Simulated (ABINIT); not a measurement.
Runs of ABINIT 10.8.3 (patched build) on Si2W. Symmetry: I4/mmm, No. 139, tetragonal system. The conventional cell has a = 3.214 Å, b = 3.214 Å, c = 7.830 Å, α = 90.00°, β = 90.00°, γ = 90.00°. W (site symmetry 4/mmm) has 10 Si at 2.62 Å as nearest neighbours. Si (site symmetry 4mm) is surrounded by 5 Si at 2.59 to 2.63 Å and 5 W at 2.62 Å. 

```csv
level,potentials or basis,cutoff (eV),gap on the mesh (eV),pressure (GPa),largest force (eV/Å)
LDA,PseudoDojo NC SR LDA v0.4.1 standard,816,none,-6.4,0.09
PBEsol,PseudoDojo NC SR PBEsol v0.4.1 standard,844,none,-2.0,(b)
PBE,PseudoDojo NC SR PBE v0.4.1 standard,816,none,3.2,0.04
PBE,PseudoDojo NC SR PBE v0.4.1 standard,1007,none,(a),0.04
```

Alike in all rows: task single point; no spin polarisation; cell as given; k mesh 9 × 9 × 9; smearing fermi-dirac 0.05 eV.

Question: Estimate the missing entries.

Answer: (a) 3.4; (b) 0.01.

Caveats: the cutoff is short for stress, so the pressure is rough (some runs).

A k mesh can miss the band edges, and the runs leave out spin-orbit coupling on W.

A gap of «none» marks a metal or a gap under the smearing width.
